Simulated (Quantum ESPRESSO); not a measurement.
Write the native input for Quantum ESPRESSO 7.5 that does the following.

| Property | Result |
| --- | --- |
| Task | phonon dispersion |
| Functional | PBEsol |
| Potentials or basis | PseudoDojo 0.4.1 SR PBEsol standard |
| Cutoff | 898 eV |
| Density cutoff | 3592 eV |
| k mesh | 10 × 10 × 10 |
| Occupations | cold, width 0.2 eV |
| Spin | no spin polarisation |
| Mixing beta | 0.5 |
| Most SCF iterations | 120 |
| SCF threshold | 2e-10 Ry |
| q mesh | 2 × 2 × 2 |

Crystal: Bi.

```
Bi
1.0
    -1.98143    1.98143    1.98143
     1.98143   -1.98143    1.98143
     1.98143    1.98143   -1.98143
Bi
1
Direct
  0.00000 0.00000 0.00000
```

This isn't the form of Bi at room conditions, which is rhombohedral.

These files were run (other wordings do the same):

pw.in

```
&CONTROL
  calculation = 'scf'
  prefix = 'pwscf'
  outdir = './tmp'
  pseudo_dir = './pseudo'
  tprnfor = .true.
  tstress = .true.
  disk_io = 'low'
/
&SYSTEM
  ibrav = 0
  nat = 1
  ntyp = 1
  ecutwfc = 66
  nbnd = 13
  occupations = 'smearing'
  smearing = 'mv'
  degauss = 0.01469973
/
&ELECTRONS
  conv_thr = 2d-10
  electron_maxstep = 120
  mixing_beta = 0.5
/
ATOMIC_SPECIES
Bi   208.9804 Bi.upf
CELL_PARAMETERS bohr
  -3.7443610401    3.7443610401    3.7443610401
   3.7443610401   -3.7443610401    3.7443610401
   3.7443610401    3.7443610401   -3.7443610401
ATOMIC_POSITIONS bohr
Bi     0.0000000000    0.0000000000    0.0000000000
K_POINTS automatic
10 10 10 0 0 0
```

relax.in

```
&CONTROL
  calculation = 'vc-relax'
  prefix = 'pwscf'
  outdir = './tmp'
  pseudo_dir = './pseudo'
  tprnfor = .true.
  tstress = .true.
  disk_io = 'low'
  nstep = 40
  forc_conv_thr = 0.0001
  etot_conv_thr = 1d-06
/
&SYSTEM
  ibrav = 0
  nat = 1
  ntyp = 1
  ecutwfc = 66
  nbnd = 13
  occupations = 'smearing'
  smearing = 'mv'
  degauss = 0.01469973
/
&ELECTRONS
  conv_thr = 2d-10
  electron_maxstep = 120
  mixing_beta = 0.5
/
&IONS
  ion_dynamics = 'bfgs'
/
&CELL
  cell_dynamics = 'bfgs'
  press = 0
  press_conv_thr = 0.2
/
ATOMIC_SPECIES
Bi   208.9804 Bi.upf
CELL_PARAMETERS bohr
  -3.7443610401    3.7443610401    3.7443610401
   3.7443610401   -3.7443610401    3.7443610401
   3.7443610401    3.7443610401   -3.7443610401
ATOMIC_POSITIONS bohr
Bi     0.0000000000    0.0000000000    0.0000000000
K_POINTS automatic
10 10 10 0 0 0
```

scf2.in

```
&CONTROL
  calculation = 'scf'
  prefix = 'pwscf'
  outdir = './tmp'
  pseudo_dir = './pseudo'
  tprnfor = .true.
  tstress = .true.
  disk_io = 'low'
/
&SYSTEM
  ibrav = 0
  nat = 1
  ntyp = 1
  ecutwfc = 66
  nbnd = 13
  occupations = 'smearing'
  smearing = 'mv'
  degauss = 0.01469973
/
&ELECTRONS
  conv_thr = 1d-13
  electron_maxstep = 120
  mixing_beta = 0.5
  startingpot = 'file'
  startingwfc = 'file'
/
ATOMIC_SPECIES
Bi   208.9804 Bi.upf
CELL_PARAMETERS bohr
  -3.7043427145    3.7043427145    3.7043427145
   3.7043427145   -3.7043427145    3.7043427145
   3.7043427145    3.7043427145   -3.7043427145
ATOMIC_POSITIONS bohr
Bi     0.0000000000    0.0000000000    0.0000000000
K_POINTS automatic
10 10 10 0 0 0
```

ph.in

```
phonon_bands of Bi
&INPUTPH
  prefix = 'pwscf'
  outdir = './tmp'
  tr2_ph = 1d-18
  fildyn = 'dyn'
  niter_ph = 90
  alpha_mix(1) = 0.4
  ldisp = .true.
  nq1 = 2
  nq2 = 2
  nq3 = 2
/
```

q2r.in

```
&INPUT
  fildyn = 'dyn'
  zasr = 'crystal'
  flfrc = 'fc'
/
```

matdyn.in

```
&INPUT
  asr = 'crystal'
  flfrc = 'fc'
  flfrq = 'freq'
  q_in_cryst_coord = .true.
  flvec = ' '
/
80
 0.0000000000  0.0000000000  0.0000000000
 0.0312500000 -0.0312500000  0.0312500000
 0.0625000000 -0.0625000000  0.0625000000
 0.0937500000 -0.0937500000  0.0937500000
 0.1250000000 -0.1250000000  0.1250000000
 0.1562500000 -0.1562500000  0.1562500000
 0.1875000000 -0.1875000000  0.1875000000
 0.2187500000 -0.2187500000  0.2187500000
 0.2500000000 -0.2500000000  0.2500000000
 0.2812500000 -0.2812500000  0.2812500000
 0.3125000000 -0.3125000000  0.3125000000
 0.3437500000 -0.3437500000  0.3437500000
 0.3750000000 -0.3750000000  0.3750000000
 0.4062500000 -0.4062500000  0.4062500000
 0.4375000000 -0.4375000000  0.4375000000
 0.4687500000 -0.4687500000  0.4687500000
 0.5000000000 -0.5000000000  0.5000000000
 0.4545454545 -0.4545454545  0.5000000000
 0.4090909091 -0.4090909091  0.5000000000
 0.3636363636 -0.3636363636  0.5000000000
 0.3181818182 -0.3181818182  0.5000000000
 0.2727272727 -0.2727272727  0.5000000000
 0.2272727273 -0.2272727273  0.5000000000
 0.1818181818 -0.1818181818  0.5000000000
 0.1363636364 -0.1363636364  0.5000000000
 0.0909090909 -0.0909090909  0.5000000000
 0.0454545455 -0.0454545455  0.5000000000
 0.0000000000  0.0000000000  0.5000000000
 0.0000000000  0.0000000000  0.4583333333
 0.0000000000  0.0000000000  0.4166666667
 0.0000000000  0.0000000000  0.3750000000
 0.0000000000  0.0000000000  0.3333333333
 0.0000000000  0.0000000000  0.2916666667
 0.0000000000  0.0000000000  0.2500000000
 0.0000000000  0.0000000000  0.2083333333
 0.0000000000  0.0000000000  0.1666666667
 0.0000000000  0.0000000000  0.1250000000
 0.0000000000  0.0000000000  0.0833333333
 0.0000000000  0.0000000000  0.0416666667
 0.0000000000  0.0000000000  0.0000000000
 0.0166666667  0.0166666667  0.0166666667
 0.0333333333  0.0333333333  0.0333333333
 0.0500000000  0.0500000000  0.0500000000
 0.0666666667  0.0666666667  0.0666666667
 0.0833333333  0.0833333333  0.0833333333
 0.1000000000  0.1000000000  0.1000000000
 0.1166666667  0.1166666667  0.1166666667
 0.1333333333  0.1333333333  0.1333333333
 0.1500000000  0.1500000000  0.1500000000
 0.1666666667  0.1666666667  0.1666666667
 0.1833333333  0.1833333333  0.1833333333
 0.2000000000  0.2000000000  0.2000000000
 0.2166666667  0.2166666667  0.2166666667
 0.2333333333  0.2333333333  0.2333333333
 0.2500000000  0.2500000000  0.2500000000
 0.2666666667  0.2000000000  0.2666666667
 0.2833333333  0.1500000000  0.2833333333
 0.3000000000  0.1000000000  0.3000000000
 0.3166666667  0.0500000000  0.3166666667
 0.3333333333  0.0000000000  0.3333333333
 0.3500000000 -0.0500000000  0.3500000000
 0.3666666667 -0.1000000000  0.3666666667
 0.3833333333 -0.1500000000  0.3833333333
 0.4000000000 -0.2000000000  0.4000000000
 0.4166666667 -0.2500000000  0.4166666667
 0.4333333333 -0.3000000000  0.4333333333
 0.4500000000 -0.3500000000  0.4500000000
 0.4666666667 -0.4000000000  0.4666666667
 0.4833333333 -0.4500000000  0.4833333333
 0.5000000000 -0.5000000000  0.5000000000
 0.2500000000  0.2500000000  0.2500000000
 0.2222222222  0.2222222222  0.2777777778
 0.1944444444  0.1944444444  0.3055555556
 0.1666666667  0.1666666667  0.3333333333
 0.1388888889  0.1388888889  0.3611111111
 0.1111111111  0.1111111111  0.3888888889
 0.0833333333  0.0833333333  0.4166666667
 0.0555555556  0.0555555556  0.4444444444
 0.0277777778  0.0277777778  0.4722222222
 0.0000000000  0.0000000000  0.5000000000
```

matdyn_dos.in

```
&INPUT
  asr = 'crystal'
  flfrc = 'fc'
  dos = .true.
  fldos = 'phdos'
  nk1 = 15
  nk2 = 15
  nk3 = 15
  deltaE = 0.5
  flvec = ' '
  flfrq = ' '
/
```

matdyn_mesh.in

```
&INPUT
  asr = 'crystal'
  flfrc = 'fc'
  flfrq = 'mesh'
  q_in_cryst_coord = .true.
  flvec = ' '
/
1000
 0.05000000  0.05000000  0.05000000
 0.05000000  0.05000000  0.15000000
 0.05000000  0.05000000  0.25000000
[... 997 further points of the even 10 x 10 x 10 mesh, shifted by half a step ...]
```

Potentials or basis: PseudoDojo 0.4.1 SR PBEsol standard.

Command:

```console
$ OMP_NUM_THREADS=1 pw.x -in pw.in > pw.out
$ OMP_NUM_THREADS=1 pw.x -in relax.in > relax.out
$ OMP_NUM_THREADS=1 pw.x -in scf2.in > scf2.out
$ OMP_NUM_THREADS=1 ph.x -in ph.in > ph.out
$ OMP_NUM_THREADS=1 q2r.x -in q2r.in > q2r.out
$ OMP_NUM_THREADS=1 matdyn.x -in matdyn.in > matdyn.out
$ OMP_NUM_THREADS=1 matdyn.x -in matdyn_dos.in > matdyn_dos.out
$ OMP_NUM_THREADS=1 matdyn.x -in matdyn_mesh.in > matdyn_mesh.out
```

Results of the run:

- Relaxed volume: 30.13 Å³/atom
- Relaxed cell: a = 3.395 Å, b = 3.395 Å, c = 3.395 Å, α = 109.47°, β = 109.47°, γ = 109.47°
- Space group after relaxing (to 0.05 Å): Im-3m (No. 229)
- Pressure after relaxing: 0.0 GPa
- Band gap on the k mesh: none (metal or under the smearing width)
- Highest phonon frequency: 69 cm⁻¹
- Most unstable mode: 38i cm⁻¹

Caveat: some modes are imaginary; spin-orbit coupling is left out, which moves the levels of the heavy elements; the q mesh is small, so phonon branches between its points and thermal values are rough.

Run time: 17 min on 1 thread of Arm Neoverse V1, on a shared host, peak memory 0.09 GiB.
